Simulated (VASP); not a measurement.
# Zr (Fd-3m) in VASP: notebook

One crystal, Zr, is run at these levels: revPBE; tasks: single point.

Everything below comes from runs of VASP 6.6.1. Logs are shortened: lines on timing, memory, paths and dates and some standing lists are left out, and cuts for length are marked.

## Step 1: The structure

It takes space group Fd-3m (No. 227, cubic). The conventional cell has a = 6.348 Å, b = 6.348 Å, c = 6.348 Å, α = 90.00°, β = 90.00°, γ = 90.00°. Zr (site symmetry -43m) has 4 Zr at 2.75 Å as nearest neighbours.

This isn't the form of Zr at room conditions, which is hcp.

## Step 2: Single point, revPBE

The input, INCAR:

```
SYSTEM = Zr
PREC = Accurate ; ENCUT = 520
EDIFF = 1E-6 ; ISMEAR = -1
SIGMA = 0.1 ; LREAL = .FALSE.
LASPH = .TRUE. ; NELM = 80
ALGO = Fast ; ISIF = 2
LWAVE = .FALSE. ; LCHARG = .FALSE.
GGA = RE ; NBANDS = 19
```

The input, KPOINTS:

```
Automatic mesh
0
G
  14 14 14
  0 0 0
```

The input, POSCAR:

```
Zr
1.0
    0.0000000000      3.1739944622      3.1739944622
    3.1739944622      0.0000000000      3.1739944622
    3.1739944622      3.1739944622      0.0000000000
Zr
2
Direct
    0.1250000000      0.1250000000      0.1250000000
    0.8750000000      0.8750000000      0.8750000000
```

Potentials or basis: VASP PAW PBE potentials, release 64 (Zr_sv).

Command:

```sh
cat potpaw_PBE.64/Zr_sv/POTCAR > POTCAR
mpirun -np 1 vasp_std > vasp.out
```

OUTCAR:

```text
SYSTEM = Zr
   PREC = Accurate
   ENCUT = 520
   EDIFF = 1E-6
   ISMEAR = -1
   LREAL = .FALSE.
   LASPH = .TRUE.
   NELM = 80
   ISIF = 2
   GGA = RE

 ion  position               nearest neighbor table
   1  0.125  0.125  0.125-   2 2.75   2 2.75   2 2.75   2 2.75
   2  0.875  0.875  0.875-   1 2.75   1 2.75   1 2.75   1 2.75

  LATTYP: Found a face centered cubic cell.
 ALAT       =     6.3479889244

  Lattice vectors:

 A1 = (   0.0000000000,   3.1739944622,   3.1739944622)
 A2 = (   3.1739944622,   0.0000000000,   3.1739944622)
 A3 = (   3.1739944622,   3.1739944622,   0.0000000000)

Analysis of symmetry for initial positions (statically):
=====================================================================
 Subroutine PRICEL returns:
 Original cell was already a primitive cell.

 Routine SETGRP: Setting up the symmetry group for a
 face centered cubic supercell.

 Subroutine GETGRP returns: Found 48 space group operations
 (whereof 12 operations were pure point group operations)
 out of a pool of 48 trial point group operations.

The static configuration has the point symmetry D_3d.
 The point group associated with its full space group is O_h .

Analysis of symmetry for dynamics (positions and initial velocities):
=====================================================================
 Subroutine PRICEL returns:
 Original cell was already a primitive cell.

 Routine SETGRP: Setting up the symmetry group for a
 face centered cubic supercell.

 Subroutine GETGRP returns: Found 48 space group operations
 (whereof 12 operations were pure point group operations)
 out of a pool of 48 trial point group operations.

The dynamic configuration has the point symmetry D_3d.
 The point group associated with its full space group is O_h .

 Subroutine INISYM returns: Found 48 space group operations
 (whereof 12 operations are pure point group operations),
 and found     1 'primitive' translations

----------------------------------------------------------------------------------------

                                     Primitive cell

  volume of cell :      63.9512

  direct lattice vectors                    reciprocal lattice vectors
     0.000000000  3.173994462  3.173994462    -0.157530206  0.157530206  0.157530206
     3.173994462  0.000000000  3.173994462     0.157530206 -0.157530206  0.157530206
     3.173994462  3.173994462  0.000000000     0.157530206  0.157530206 -0.157530206

  length of vectors
     4.488706015  4.488706015  4.488706015     0.272850320  0.272850320  0.272850320

  position of ions in fractional coordinates (direct lattice)
     0.125000000  0.125000000  0.125000000
     0.875000000  0.875000000  0.875000000

  ion indices of the primitive-cell ions
   primitive index   ion index
                 1           1
                 2           2

----------------------------------------------------------------------------------------

 KPOINTS: Automatic mesh

Automatic generation of k-mesh.
 Grid dimensions read from file:
 generate k-points for:   14   14   14

 Generating k-lattice:

  Cartesian coordinates                     Fractional coordinates (reciprocal lattice)
    -0.011252158  0.011252158  0.011252158     0.071428571  0.000000000  0.000000000
     0.011252158 -0.011252158  0.011252158     0.000000000  0.071428571  0.000000000
     0.011252158  0.011252158 -0.011252158     0.000000000  0.000000000  0.071428571

  Length of vectors
     0.019489309  0.019489309  0.019489309

  Shift w.r.t. Gamma in fractional coordinates (k-lattice)
     0.000000000  0.000000000  0.000000000

 Subroutine IBZKPT returns following result:
 ===========================================

 Found    104 irreducible k-points:

 Following reciprocal coordinates:
            Coordinates               Weight
  0.000000  0.000000  0.000000      1.000000
  0.071429  0.000000  0.000000      8.000000
  0.142857  0.000000  0.000000      8.000000
  0.214286  0.000000  0.000000      8.000000
  0.285714  0.000000  0.000000      8.000000
  0.357143  0.000000  0.000000      8.000000
[... 16 lines left out ...]
  0.214286  0.142857  0.000000     24.000000
  0.285714  0.142857  0.000000     24.000000
 [... further k-points ...]
   k-points           NKPTS =    104   k-points in BZ     NKDIM =    104   number of bands    NBANDS=     19
   number of dos      NEDOS =    301   number of ions     NIONS =      2
   total plane-waves  NPLWV =  46656
   dimension x,y,z NGX =    36 NGY =   36 NGZ =   36
   dimension x,y,z NGXF=    72 NGYF=   72 NGZF=   72
   ions per type =               2
   NGX,Y,Z   is equivalent  to a cutoff of  13.33, 13.33, 13.33 a.u.
   NGXF,Y,Z  is equivalent  to a cutoff of  26.67, 26.67, 26.67 a.u.
 SYSTEM =  Zr
   PREC   = accura    normal or accurate (medium, high low for compatibility)
   ISTART =      0    job   : 0-new  1-cont  2-samecut
   ICHARG =      2    charge: 1-file 2-atom 10-const
   ISPIN  =      1    spin polarized calculation?
   LNONCOLLINEAR =      F non collinear calculations
   LSORBIT =      F    spin-orbit coupling
   LASPH  =      T    aspherical Exc in radial PAW
   ENCUT  =  520.0 eV  38.22 Ry    6.18 a.u.   8.35  8.35  8.35*2*pi/ulx,y,z
   NELM   =     80;   NELMIN=  2; NELMDL= -5     # of ELM steps
   EDIFF  = 0.1E-05   stopping-criterion for ELM
   LREAL  =      F    real-space projection
   EDIFFG = 0.1E-04   stopping-criterion for IOM
   NSW    =      0    number of steps for IOM
   IBRION =     -1    ionic relax: 0-MD 1-quasi-New 2-CG
   NFREE  =      0    steps in history (QN), initial steepest desc. (CG)
   ISIF   =      2    stress and relaxation
   ISYM   =      2    0-nonsym 1-usesym 2-fastsym
   POTIM  = 0.5000    time-step for ionic-motion
   TEBEG  =    0.0;   TEEND  =   0.0 temperature during run
   PSTRESS=    0.0 pullay stress
   NELECT =      24.0000    total number of electrons
   NUPDOWN=      -1.0000    fix difference up-down
   EMIN   =  10.00;   EMAX   =-10.00  energy-range for DOS
   EFERMI =   0.00;   METHOD = LEGACY
   ISMEAR =    -1;   SIGMA  =   0.10  broadening in eV -4-tet -1-fermi 0-gaus
   EFERMI_NEDOS =   21; number of points for ismear=-14 and -15
   IALGO  =     68    algorithm
   IMIX   =      4    mixing-type and parameters
     AMIX     =   0.40;   BMIX     =  1.00
     AMIX_MAG =   1.60;   BMIX_MAG =  1.00
  volume/ion in A,a.u.               =      31.98       215.78
  Fermi-wavevector in a.u.,A,eV,Ry     =   1.180853  2.231488 18.972144  1.394413
  Thomas-Fermi vector in A             =   2.317137
   LORBIT       =      0    0 simple, 1 ext, 2 COOP (PROOUT), +10 PAW based schemes
   GGA     = RE    functional components
   LHFCALC =     F    Hartree Fock is set to
   AEXX    =    0.0000 exact exchange contribution
   IVDW    =     0    specifies the selected vdW correction
   LEPSILON=     F    determine dielectric tensor
   LRPA    =     F    only Hartree local field effects (RPA)
 non-spin polarized calculation
 RMM-DIIS sequential band-by-band and
  energy-cutoff  :      520.00
  volume of cell :       63.95
 maximum number of plane-waves:      1759
 NGX is ok and might be reduce to    36
   NGX = 17   NGY = 17   NGZ = 17

 number of electron      24.0000000 magnetization

 Free energy of the ion-electron system (eV)
  ---------------------------------------------------
  ext. energy  EPLUGINS =         0.00000000
  ---------------------------------------------------
  free energy    TOTEN  =       -11.64312752 eV

  energy without entropy =      -11.47645825  energy(sigma->0) =      -11.55979289

 E-fermi :   5.3728     XC(G=0):  -9.3404

 val. band max:        5.3674144130   @ k =   0.5000   0.3571   0.1429
 cond. band min:       5.3755580173   @ k =   0.3571   0.2857   0.0714
 fundamental gap:      0.0081436043
 Fermi energy:         5.3728420220

 k-point     1 :       0.0000    0.0000    0.0000
  band No.  band energies     occupation
      1     -43.5474      2.00000
      2     -43.0430      2.00000
      3     -21.8710      2.00000
      4     -21.8710      2.00000
      5     -21.8710      2.00000
      6     -20.9678      2.00000
[... 11 lines left out ...]
     18      10.6246      0.00000
     19      10.6246      0.00000

 k-point     2 :       0.0714    0.0000    0.0000
  band No.  band energies     occupation
      1     -43.5428      2.00000
      2     -43.0478      2.00000
      3     -21.8768      2.00000
      4     -21.8768      2.00000
      5     -21.8707      2.00000
      6     -20.9684      2.00000
[... 11 lines left out ...]
     18      10.6088      0.00000
     19      10.6088      0.00000

 k-point     3 :       0.1429    0.0000    0.0000
  band No.  band energies     occupation
      1     -43.5295      2.00000
      2     -43.0620      2.00000
      3     -21.8928      2.00000
      4     -21.8928      2.00000
      5     -21.8701      2.00000
      6     -20.9697      2.00000
[... 11 lines left out ...]
     18      10.5585      0.00000
     19      10.5585      0.00000

 k-point     4 :       0.2143    0.0000    0.0000
  band No.  band energies     occupation
      1     -43.5086      2.00000
      2     -43.0841      2.00000
      3     -21.9149      2.00000
      4     -21.9149      2.00000
      5     -21.8697      2.00000
      6     -20.9711      2.00000
[... 11 lines left out ...]
     18      10.4646      0.00000
     19      10.4646      0.00000

 k-point     5 :       0.2857    0.0000    0.0000
  band No.  band energies     occupation
      1     -43.4825      2.00000
      2     -43.1114      2.00000
      3     -21.9383      2.00000
      4     -21.9383      2.00000
      5     -21.8698      2.00000
      6     -20.9720      2.00000
[... 11 lines left out ...]
     18      10.3153      0.00000
     19      10.3153      0.00000

 k-point     6 :       0.3571    0.0000    0.0000
  band No.  band energies     occupation
      1     -43.4552      2.00000
      2     -43.1399      2.00000
      3     -21.9584      2.00000
      4     -21.9584      2.00000
      5     -21.8704      2.00000
      6     -20.9721      2.00000
[... 11 lines left out ...]
     18      10.1077      0.00000
     19      10.1090      0.00000

 k-point     7 :       0.4286    0.0000    0.0000
  band No.  band energies     occupation
      1     -43.4330      2.00000
      2     -43.1629      2.00000
      3     -21.9718      2.00000
      4     -21.9718      2.00000
      5     -21.8712      2.00000
      6     -20.9718      2.00000
[... 11 lines left out ...]
     18       9.8802      0.00000
     19       9.9777      0.00000

 k-point     8 :       0.5000    0.0000    0.0000
  band No.  band energies     occupation
      1     -43.4241      2.00000
      2     -43.1721      2.00000
      3     -21.9765      2.00000
      4     -21.9765      2.00000
      5     -21.8715      2.00000
      6     -20.9716      2.00000
[... 256 lines left out ...]
 k-point    20 :      -0.1429    0.0714    0.0000
  band No.  band energies     occupation
      1     -43.5193      2.00000
      2     -43.0727      2.00000
      3     -21.9233      2.00000
      4     -21.8964      2.00000
      5     -21.8564      2.00000
      6     -20.9839      2.00000
[... 11 lines left out ...]
     18      10.3153      0.00000
     19      10.6911      0.00000

 k-point    21 :      -0.0714    0.0714    0.0000
  band No.  band energies     occupation
      1     -43.5353      2.00000
      2     -43.0558      2.00000
      3     -21.8966      2.00000
      4     -21.8814      2.00000
      5     -21.8640      2.00000
      6     -20.9756      2.00000
[... 11 lines left out ...]
     18      10.4809      0.00000
     19      10.6735      0.00000

 k-point    22 :       0.1429    0.1429    0.0000
  band No.  band energies     occupation
      1     -43.5231      2.00000
      2     -43.0687      2.00000
      3     -21.9184      2.00000
      4     -21.9184      2.00000
      5     -21.8271      2.00000
      6     -21.0156      2.00000
[... 11 lines left out ...]
     18      10.1819      0.00000
     19      10.7892      0.00000

 k-point    23 :       0.2143    0.1429    0.0000
  band No.  band energies     occupation
      1     -43.5072      2.00000
      2     -43.0855      2.00000
      3     -21.9417      2.00000
      4     -21.9412      2.00000
      5     -21.8074      2.00000
      6     -21.0365      2.00000
[... 11 lines left out ...]
     18       9.9663      0.00000
     19      10.7979      0.00000

 k-point    24 :       0.2857    0.1429    0.0000
  band No.  band energies     occupation
      1     -43.4845      2.00000
      2     -43.1094      2.00000
      3     -21.9690      2.00000
      4     -21.9643      2.00000
      5     -21.7905      2.00000
      6     -21.0535      2.00000
[... 11 lines left out ...]
     18       9.7458      0.00000
     19      10.7395      0.00000

 [... further k-points ...]
[... 5 lines left out ...]
  --------------------------------------------------------------------------------------
  -------------------------------------------------------------------------------------
  Total        0.0276210      0.0276210      0.0276210     -0.0000000      0.0000000     -0.0000000
  in kB        0.6919915      0.6919915      0.6919915     -0.0000000      0.0000000     -0.0000000
  external PRESSURE =       0.6919915 kB  Pullay stress =       0.0000000 kB

 VOLUME and BASIS-vectors are now :
 -----------------------------------------------------------------------------
  energy-cutoff  :      520.00
  volume of cell :       63.95
      direct lattice vectors                 reciprocal lattice vectors
     0.000000000  3.173994462  3.173994462    -0.157530206  0.157530206  0.157530206
     3.173994462  0.000000000  3.173994462     0.157530206 -0.157530206  0.157530206
     3.173994462  3.173994462  0.000000000     0.157530206  0.157530206 -0.157530206

 POSITION                                       TOTAL-FORCE (eV/Angst)
 -----------------------------------------------------------------------------------
      0.79350      0.79350      0.79350        -0.000000     -0.000000     -0.000000
      5.55449      5.55449      5.55449         0.000000      0.000000      0.000000
 -----------------------------------------------------------------------------------
    total drift:                               -0.000000      0.000000      0.000000

  FREE ENERGIE OF THE ION-ELECTRON SYSTEM (eV)
  ---------------------------------------------------
  free  energy   TOTEN  =       -11.6431275222 eV

  energy  without entropy=      -11.4764582524  energy(sigma->0) =      -11.55979289
```

It took 2.9 min on 1 thread of Intel Xeon Platinum 8488C (Sapphire Rapids), shared host; peak memory 0.27 GiB.

What came out:

| Item | Value |
| --- | --- |
| Free energy | -11.6431 eV |
| Pressure | 0.1 GPa |
| Band gap on the k mesh | none (metal or under the smearing width) |

Caveat: the PAW data sets were made with another functional, which shifts forces and pressure a little.

## Step 3: Single point, revPBE

This run uses another cell than the first one, of 28.14 Å³/atom, 0.880 times its volume.

The input, INCAR:

```
SYSTEM = Zr
  PREC = Accurate
  ENCUT = 520
  EDIFF = 1E-7
  ISMEAR = -1
  SIGMA = 0.1
  LREAL = .False.
  LASPH = .True.
  NELM = 80
  ALGO = Fast
  ISIF = 2
  LWAVE = .False.
  LCHARG = .False.
  GGA = RE
  NBANDS = 19
```

The input, KPOINTS:

```
Automatic mesh
0
Gamma
  10 10 10
  0 0 0
```

The input, POSCAR:

```
Zr
1.0
    0.0000000000      3.0415880185      3.0415880185
    3.0415880185      0.0000000000      3.0415880185
    3.0415880185      3.0415880185      0.0000000000
Zr
2
Direct
    0.1250000000      0.1250000000      0.1250000000
    0.8750000000      0.8750000000      0.8750000000
```

Potentials or basis: VASP PAW PBE potentials, release 64 (Zr_sv).

Command:

```sh
cat potpaw_PBE.64/Zr_sv/POTCAR > POTCAR
mpirun -np 1 vasp_std > vasp.out
```

It took 48 s on 1 thread of Intel Xeon Platinum 8488C (Sapphire Rapids), shared host; peak memory 0.19 GiB.

Results (log left out):

| Property | Result |
| --- | --- |
| Free energy | -11.5255 eV |
| Pressure | 5.1 GPa |
| Band gap on the k mesh | none (metal or under the smearing width) |

Levels at points of the mesh, in eV from the Fermi level:
| k point | band 9 | band 10 | band 11 | band 12 | band 13 | band 14 | band 15 | band 16 |
| --- | --- | --- | --- | --- | --- | --- | --- | --- |
| (0.00, 0.00, 0.00) | -4.21 | -1.04 | -1.04 | 0.01 | 0.01 | 0.01 | 2.31 | 2.31 |
| (0.50, 0.00, 0.00) | -1.58 | -1.34 | -0.91 | -0.91 | -0.21 | -0.21 | 0.98 | 3.50 |
| (0.50, 0.50, 0.00) | -2.09 | -2.09 | -0.14 | -0.14 | 0.67 | 0.67 | 1.75 | 1.75 |

Caveat: the PAW data sets were made with another functional, which shifts forces and pressure a little.

## Step 4: Single point, revPBE

This run uses another cell than the first one, of 33.25 Å³/atom, 1.040 times its volume.

The input, INCAR:

```
SYSTEM = Zr
ALGO = Fast ; EDIFF = 1E-7
ENCUT = 520 ; GGA = RE
ISIF = 2 ; ISMEAR = -1
LASPH = .TRUE. ; LCHARG = .FALSE.
LREAL = .FALSE. ; LWAVE = .FALSE.
NBANDS = 19 ; NELM = 100
PREC = Accurate ; SIGMA = 0.1
```

The input, KPOINTS:

```
k-points
0
G
  10 10 10
  0 0 0
```

The input, POSCAR:

```
Zr
1.0
    0.0000000000      3.2157623371      3.2157623371
    3.2157623371      0.0000000000      3.2157623371
    3.2157623371      3.2157623371      0.0000000000
Zr
2
Direct
    0.1250000000      0.1250000000      0.1250000000
    0.8750000000      0.8750000000      0.8750000000
```

Command:

```sh
cat potpaw_PBE.64/Zr_sv/POTCAR > POTCAR
mpirun -np 1 vasp_std > vasp.out
```

It took 1.7 min on 1 thread of Intel Xeon Platinum 8488C (Sapphire Rapids), shared host; peak memory 0.22 GiB.

Results (log left out):

```
Free energy            : -11.6358 eV
Pressure               : -1.1 GPa
Band gap on the k mesh : none (metal or under the smearing width)
```

Levels at points of the mesh, in eV from the Fermi level:
```tsv
k point	band 8	band 9	band 10	band 11	band 12	band 13	band 14	band 15	band 16	band 17
(0.00, 0.00, 0.00)	-26.41	-3.96	-0.67	-0.67	-0.02	-0.02	-0.02	1.97	1.97	1.97
(0.50, 0.00, 0.00)	-26.31	-1.72	-0.94	-0.58	-0.58	-0.10	-0.10	0.52	2.93	2.93
(0.50, 0.50, 0.00)	-26.21	-1.56	-1.56	-0.02	-0.02	0.09	0.09	1.68	1.68	4.06
```

Caveat: the PAW data sets were made with another functional, which shifts forces and pressure a little.

## Step 5: The runs side by side

```csv
cell,k mesh,further INCAR settings,gap on the mesh (eV),pressure (GPa)
"Fd-3m, 31.98 Å³/atom",14 × 14 × 14,ALGO = Fast; EDIFF = 1e-06; NBANDS = 19,none,0.1
"Fd-3m, 28.14 Å³/atom",10 × 10 × 10,ALGO = Fast; EDIFF = 1e-07; NBANDS = 19,none,5.1
"Fd-3m, 33.25 Å³/atom",10 × 10 × 10,ALGO = Fast; EDIFF = 1e-07; NBANDS = 19,none,-1.1
```

Alike in all rows: task single point; level revPBE; potentials or basis VASP PAW PBE potentials, release 64 (Zr_sv); no spin polarisation; cutoff (eV) 520; smearing fermi-dirac 0.1 eV.

Every run on the cell as given and a fine mesh finds a metal.

Caveats: the PAW data sets were made with another functional, which shifts forces and pressure a little.

Total energies depend on the potentials used, so only differences within one code and one set of settings carry meaning.
